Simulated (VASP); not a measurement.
Here is a VASP 6.6.1 calculation.

File POSCAR:

```
Li
1.0
   -1.7500000000      1.7500000000      1.7500000000
    1.7500000000     -1.7500000000      1.7500000000
    1.7500000000      1.7500000000     -1.7500000000
Li
1
Direct
    0.0000000000      0.0000000000      0.0000000000
```

INCAR.step1

```
SYSTEM = Li
PREC = Accurate
ENCUT = 520
ISMEAR = -1
SIGMA = 0.08
LREAL = .FALSE.
LASPH = .TRUE.
NELM = 100
NBANDS = 8
GGA = PE
ALGO = Normal
EDIFF = 1E-4
LWAVE = .TRUE.
LCHARG = .FALSE.
```

File INCAR.step2:

```
SYSTEM = Li
PREC = Accurate
ENCUT = 520
EDIFF = 1E-6
ISMEAR = -1
SIGMA = 0.08
LREAL = .FALSE.
LASPH = .TRUE.
NELM = 100
ALGO = Normal
ISIF = 2
LWAVE = .FALSE.
LCHARG = .FALSE.
METAGGA = R2SCAN
LMIXTAU = .TRUE.
NBANDS = 8
ISTART = 1
```

Contents of KPOINTS:

```
Automatic mesh
0
G
  15 15 15
  0 0 0
```

Potentials or basis: VASP PAW PBE potentials, release 64 (Li_sv).

Launch:

```console
$ cat potpaw_PBE.64/Li_sv/POTCAR > POTCAR
$ cp INCAR.step1 INCAR
$ mpirun -np 1 vasp_std > vasp.out
$ cp INCAR.step2 INCAR
$ mpirun -np 1 vasp_std > vasp.out
```

(1) What does it give for the band gap on the k mesh?

Answers

(1) none (metal or under the smearing width).
